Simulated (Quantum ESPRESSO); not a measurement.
# GaP (F-43m) in Quantum ESPRESSO: notebook, part 2 of 2

Quantum ESPRESSO 7.5. Earlier steps stand in the parts before.

## (4) Relaxation of cell and atoms, LDA, target pressure 12 GPa, at which the enthalpy is minimised

pw.in

```
&CONTROL
  calculation = 'vc-relax'
  prefix = 'pwscf'
  outdir = './tmp'
  pseudo_dir = './pseudo'
  tprnfor = .true.
  tstress = .true.
  disk_io = 'low'
  nstep = 40
  forc_conv_thr = 0.0004
  etot_conv_thr = 1d-05
/
&SYSTEM
  ibrav = 0
  nat = 2
  ntyp = 2
  ecutwfc = 80
  nbnd = 15
  occupations = 'fixed'
/
&ELECTRONS
  conv_thr = 4d-10
  electron_maxstep = 120
  mixing_beta = 0.5
/
&IONS
  ion_dynamics = 'bfgs'
/
&CELL
  cell_dynamics = 'bfgs'
  press = 120
  press_conv_thr = 0.3
/
ATOMIC_SPECIES
Ga    69.7230 Ga.upf
P     30.9738 P.upf
CELL_PARAMETERS angstrom
   0.0000000000    2.7250000000    2.7250000000
   2.7250000000    0.0000000000    2.7250000000
   2.7250000000    2.7250000000    0.0000000000
ATOMIC_POSITIONS crystal
Ga     0.0000000000    0.0000000000    0.0000000000
P      0.2500000000    0.2500000000    0.2500000000
K_POINTS automatic
10 10 10 0 0 0
```

Potentials or basis: PseudoDojo 0.4.1 SR LDA standard.

Command:

```sh
$ OMP_NUM_THREADS=1 pw.x -in pw.in > pw.out
```

pw.out:

```text
This program is part of the open-source Quantum ESPRESSO suite
     for quantum simulation of materials; please cite
[... 9 lines left out ...]
     --------------------
     sticks:   dense  smooth     PW     G-vecs:    dense   smooth      PW
     Sum        1159    1159    349                26469    26469    4279

     Using Slab Decomposition

     bravais-lattice index     =            0
     lattice parameter (alat)  =       7.2825  a.u.
     unit-cell volume          =     273.1028 (a.u.)^3
     number of atoms/cell      =            2
     number of atomic types    =            2
     number of electrons       =        18.00
     number of Kohn-Sham states=           15
     kinetic-energy cutoff     =      80.0000  Ry
     charge density cutoff     =     320.0000  Ry
     scf convergence threshold =      4.0E-10
     mixing beta               =       0.5000
     number of iterations used =            8  plain     mixing
     energy convergence thresh.=      1.0E-05
     force convergence thresh. =      4.0E-04
     press convergence thresh. =      3.0E-01
     Exchange-correlation= SLA  PW   NOGX NOGC
                           (   1   4   0   0   0   0   0)
     nstep                     =           40

     celldm(1)=   7.282498  celldm(2)=   0.000000  celldm(3)=   0.000000
     celldm(4)=   0.000000  celldm(5)=   0.000000  celldm(6)=   0.000000

     crystal axes: (cart. coord. in units of alat)
               a(1) = (   0.000000   0.707107   0.707107 )
               a(2) = (   0.707107   0.000000   0.707107 )
               a(3) = (   0.707107   0.707107   0.000000 )

     reciprocal axes: (cart. coord. in units 2 pi/alat)
               b(1) = ( -0.707107  0.707107  0.707107 )
[... 1857 lines left out ...]
                l(6) =   2

     PseudoPot. # 2 for P  read from file:
     P.upf
     Pseudo is Norm-conserving + core correction, Zval =  5.0
     Generated using ONCVPSP code by D. R. Hamann
     Using radial grid of 1298 points,  6 beta functions with:
                l(1) =   0
                l(2) =   0
                l(3) =   1
                l(4) =   1
                l(5) =   2
                l(6) =   2

     atomic species   valence    mass     pseudopotential
     Ga               13.00    69.72300     Ga( 1.00)
     P                 5.00    30.97380     P ( 1.00)

     24 Sym. Ops. (no inversion) found

   Cartesian axes

     site n.     atom                  positions (alat units)
         1        Ga     tau(   1) = (  -0.0000000  -0.0000000   0.0000000  )
         2        P      tau(   2) = (   0.3373992   0.3373992   0.3373992  )

     number of k points=    47
                       cart. coord. in units 2pi/alat
        k(    1) = (   0.0000000   0.0000000   0.0000000), wk =   0.0020000
        k(    2) = (   0.0740962   0.0740962  -0.0740962), wk =   0.0160000
        k(    3) = (   0.1481924   0.1481924  -0.1481924), wk =   0.0160000
        k(    4) = (   0.2222886   0.2222886  -0.2222886), wk =   0.0160000
        k(    5) = (   0.2963848   0.2963848  -0.2963848), wk =   0.0160000
        k(    6) = (  -0.3704810  -0.3704810   0.3704810), wk =   0.0080000
[... 39 lines left out ...]
        k(   46) = (  -0.0740962  -0.3704810   0.6668658), wk =   0.0480000
        k(   47) = (  -0.7409620   0.2963848   0.0000000), wk =   0.0240000

     Dense  grid:    22995 G-vectors     FFT dimensions: (  40,  40,  40)

     Initial potential from superposition of free atoms

     starting charge      17.9978, renormalised to      18.0000
     Starting wfcs are   13 randomized atomic wfcs +    2 random wfcs

     Self-consistent Calculation

     iteration #  1     ecut=    80.00 Ry     beta= 0.50
     Davidson diagonalization with overlap
     c_bands:  1 eigenvalues not converged
     c_bands:  1 eigenvalues not converged
     c_bands:  2 eigenvalues not converged
     c_bands:  1 eigenvalues not converged
     c_bands:  1 eigenvalues not converged
     c_bands:  1 eigenvalues not converged
[... 334 lines left out ...]
          total   stress  (Ry/bohr**3)                   (kbar)     P=      119.71
   0.00081377  -0.00000000  -0.00000000          119.71       -0.00       -0.00
  -0.00000000   0.00081377  -0.00000000           -0.00      119.71       -0.00
  -0.00000000  -0.00000000   0.00081377           -0.00       -0.00      119.71

=------------------------------------------------------------------------------=
   JOB DONE.
=------------------------------------------------------------------------------=
```

It took 2.6 min on 1 thread of Intel Xeon Platinum 8375C at 2.90GHz (Ice Lake), shared host; peak memory 0.09 GiB.

What came out:

```
Free energy                                            : -2267.9196 eV
Relaxed volume                                         : 17.59 Å³/atom
Relaxed cell                                           : a = 3.678 Å, b = 3.678 Å, c = 3.678 Å, α = 60.00°, β = 60.00°, γ = 60.00°
Space group after relaxing (to 0.05 Å)                 : F-43m (No. 216)
Energy change on relaxing (the enthalpy is what falls) : +60.3 meV/atom
Ionic steps                                            : 5
Pressure after relaxing                                : 12.0 GPa
Band gap on the k mesh                                 : 1.20 eV, indirect (least direct gap 2.80 eV)
```

The path:
```
step  energy change (eV)  largest force (eV/Å)  pressure (GPa)  volume (Å³)
   1              0.0000                0.0000           -2.91        40.47
   2              0.0074                0.0000            4.18        37.47
   3              0.1635                0.0000           14.17        34.64
   4              0.1169                0.0000           11.80        35.22
   5              0.1205                0.0000           12.00        35.17
```

Final structure:
```
CELL_PARAMETERS angstrom
0.00000 2.60049 2.60049
2.60049 0.00000 2.60049
2.60049 2.60049 0.00000
ATOMIC_POSITIONS crystal
Ga 0.00000 0.00000 0.00000
P 0.25000 0.25000 0.25000
```

Levels at points of the mesh, in eV from the valence-band top:
| k point | band 7 | band 8 | band 9 | band 10 | band 11 | band 12 |
| --- | --- | --- | --- | --- | --- | --- |
| (0.00, 0.00, 0.00) | 0.00 | 0.00 | 0.00 | 2.80 | 3.73 | 3.73 |
| (0.00, 0.00, -0.50) | -7.59 | -1.35 | -1.35 | 1.94 | 4.57 | 4.57 |
| (0.00, -0.50, -0.50) | -7.56 | -3.23 | -3.23 | 1.20 | 1.51 | 11.47 |

A k mesh can miss the band edges. LDA gaps usually lie below the measured ones, often by a third to a half.

## (5) Relaxation of cell and atoms, LDA, target pressure 18 GPa, at which the enthalpy is minimised

Edit pw.in of step 4 so:

```diff
@@ -30,3 +30,3 @@
   cell_dynamics = 'bfgs'
-  press = 120
+  press = 180
   press_conv_thr = 0.3
```

Command:

```sh
$ OMP_NUM_THREADS=1 pw.x -in pw.in > pw.out
```

It took 2.8 min on 1 thread of Intel Xeon Platinum 8375C at 2.90GHz (Ice Lake), shared host; peak memory 0.09 GiB.

Results (log left out):

```yaml
Free_energy: -2267.7922 eV
Relaxed_volume: 16.90 Å³/atom
Relaxed_cell: a = 3.629 Å, b = 3.629 Å, c = 3.629 Å, α = 60.00°, β = 60.00°, γ = 60.00°
Space_group_after_relaxing_to_0.05_Å: F-43m (No. 216)
Energy_change_on_relaxing_the_enthalpy_is_what_falls: +124.0 meV/atom
Ionic_steps: 5
Pressure_after_relaxing: 18.0 GPa
Band_gap_on_the_k_mesh: 1.10 eV, indirect (least direct gap 3.14 eV)
```

Step by step:
```csv
step,energy change (eV),largest force (eV/Å),pressure (GPa),volume (Å³)
1,0.0000,0.0000,-2.91,40.47
2,0.0507,0.0000,7.83,36.31
3,0.3357,0.0000,21.59,33.09
4,0.2400,0.0000,17.65,33.87
5,0.2479,0.0000,17.99,33.80
```

Final structure:
```
Ga P
1.0
     0.00000    2.56628    2.56628
     2.56628    0.00000    2.56628
     2.56628    2.56628    0.00000
Ga P
1 1
Direct
  0.00000 0.00000 0.00000
  0.25000 0.25000 0.25000
```

Levels at points of the mesh, in eV from the valence-band top:
| k point | band 7 | band 8 | band 9 | band 10 | band 11 | band 12 |
| --- | --- | --- | --- | --- | --- | --- |
| (0.00, 0.00, 0.00) | 0.00 | 0.00 | 0.00 | 3.14 | 3.70 | 3.70 |
| (0.00, 0.00, -0.50) | -7.87 | -1.42 | -1.42 | 2.06 | 4.54 | 4.54 |
| (0.00, -0.50, -0.50) | -7.79 | -3.40 | -3.40 | 1.10 | 1.43 | 11.75 |

Caveat: the volume moved by over 15 % at a fixed basis, so the end points are rough. Expect the measured gap to be larger: semilocal functionals such as LDA lack the derivative discontinuity.

## (6) Overview

| cell | gap on the mesh (eV) | pressure (GPa) |
| --- | --- | --- |
| relaxed to 0.3 kbar | 1.41 | 0.0 |
| relaxed to 6 GPa | 1.30 | 6.0 |
| relaxed to 12 GPa | 1.20 | 12.0 |
| relaxed to 18 GPa | 1.10 | 18.0 |

Alike in all rows: task relaxation of cell and atoms; level LDA; potentials or basis PseudoDojo 0.4.1 SR LDA standard; no spin polarisation; k mesh 10 × 10 × 10; cutoff (eV) 1088; smearing fixed.

Caveats: the volume moved by over 15 % at a fixed basis, so the end points are rough (some runs).

Absolute energies hang on the potentials; compare differences alone.
